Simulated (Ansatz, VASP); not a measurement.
**MgS (Niningerite): VASP beside Ansatz**

```
S Mg
1.0
     0.00000    2.60165    2.60165
     2.60165    0.00000    2.60165
     2.60165    2.60165    0.00000
S Mg
1 1
Cartesian
  2.6016 2.6016 2.6016
  0.0000 0.0000 0.0000
```

Alike in both runs: task single point; functional PBEsol; k mesh 9 × 9 × 9; no spin polarisation.

|  | VASP | Ansatz |
| --- | --- | --- |
| version | VASP 6.6.1 | Ansatz 0.2.0 |
| potentials or method | VASP PAW PBE potentials, release 64 (S, Mg) | JTH PAW |
| plane-wave cutoff (eV) | 520 | 900 |
| occupations | gaussian, width 0.01 eV | fixed |
| valence electrons in the cell | 8 | 16 |

Ansatz gave:

```
gap on the k mesh at the Fermi level (eV) : 2.83
least direct gap on the mesh (eV)         : 3.58
pressure (GPa)                            : -1.0
```

Q: Which values does VASP return?

A: gap on the k mesh at the Fermi level (eV): 2.83; least direct gap on the mesh (eV): 3.59; pressure (GPa): -1.1.

The two sets of potentials don't hold the same shells in valence.

Caveats: the PAW data sets were made with another functional, which shifts forces and pressure a little (VASP); an odd mesh through Γ misses points on the zone boundary, where band edges often lie (VASP); odd divisions of the mesh miss points on the zone boundary, where band edges often lie, so the gap on the mesh can be too wide (Ansatz). PBEsol gaps usually lie below the measured ones, often by a third to a half.
